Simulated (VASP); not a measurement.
VASP 6.6.1 run: CdTe

INCAR

```
ISMEAR = -1
ISIF = 2
NELMIN = 4
LASPH = .TRUE.
SIGMA = 0.02
GGA = 91
LREAL = .FALSE.
NELM = 99
LCHARG = .FALSE.
EDIFF = 1E-7
NSW = 0
ENCUT = 520
LWAVE = .FALSE.
IBRION = -1
PREC = Accurate
NBANDS = 16
```

KPOINTS

```
KPOINTS created by Atomic Simulation Environment
0
Gamma
6 6 6
0 0 0
```

POSCAR

```
Cd Te
 1.0000000000000000
     0.0000000000000000    3.2799551162000000    3.3455542184999998
     3.2799551162000000    0.0000000000000000    3.3455542184999998
     3.2799551162000000    3.2799551162000000    0.0000000000000000
 Cd  Te
   1   1
Cartesian
  0.0000000000000000  0.0000000000000000  0.0000000000000000
  1.6399775581000000  1.6399775581000000  1.6727771092499999
```

The recommended PBE PAW datasets give the neutral cell 18 valence electrons.

Command

```
mpirun -np 1 vasp_std
```

Q: How does this run end, and what does it give?

A: It converged. Results: gap between bands v and c on the k mesh 0.57 eV; least direct gap on the k mesh 0.57 eV; pressure 0.3 GPa. Band v is the last that the valence electrons fill when counted band by band, and c is the next.

OSZICAR

```
N       E                     dE             d eps       ncg     rms          rms(c)
DAV:   1     0.102480634928E+03    0.10248E+03   -0.82517E+03   960   0.971E+02
DAV:   2    -0.128062395727E+01   -0.10376E+03   -0.99154E+02  1160   0.235E+02
DAV:   3    -0.506689079765E+01   -0.37863E+01   -0.37795E+01  1200   0.469E+01
DAV:   4    -0.510332912467E+01   -0.36438E-01   -0.36436E-01  1472   0.403E+00
DAV:   5    -0.510343649322E+01   -0.10737E-03   -0.10737E-03  1264   0.194E-01    0.485E+00
DAV:   6    -0.486857575734E+01    0.23486E+00   -0.41998E-01  1136   0.763E+00    0.410E+00
DAV:   7    -0.485353217139E+01    0.15044E-01   -0.98556E-02  1112   0.203E+00    0.172E+00
DAV:   8    -0.485408395867E+01   -0.55179E-03   -0.99837E-03  1128   0.112E+00    0.418E-01
DAV:   9    -0.485436027789E+01   -0.27632E-03   -0.92268E-04  1128   0.308E-01    0.110E-01
DAV:  10    -0.485442453144E+01   -0.64254E-04   -0.11552E-04  1248   0.943E-02    0.652E-02
DAV:  11    -0.485446877299E+01   -0.44242E-04   -0.86439E-05  1144   0.549E-02    0.351E-02
DAV:  12    -0.485446721467E+01    0.15583E-05   -0.45456E-06  1168   0.155E-02    0.180E-02
DAV:  13    -0.485446723830E+01   -0.23624E-07   -0.87445E-07  1272   0.426E-03
   1 F= -.48544672E+01 E0= -.48544672E+01  d E =-.511968E-08
```

For comparison, a separate PBE run of the intended cell, on usual settings and not on those above, gives a gap of 0.58 eV on its mesh and a pressure of 0.4 GPa.
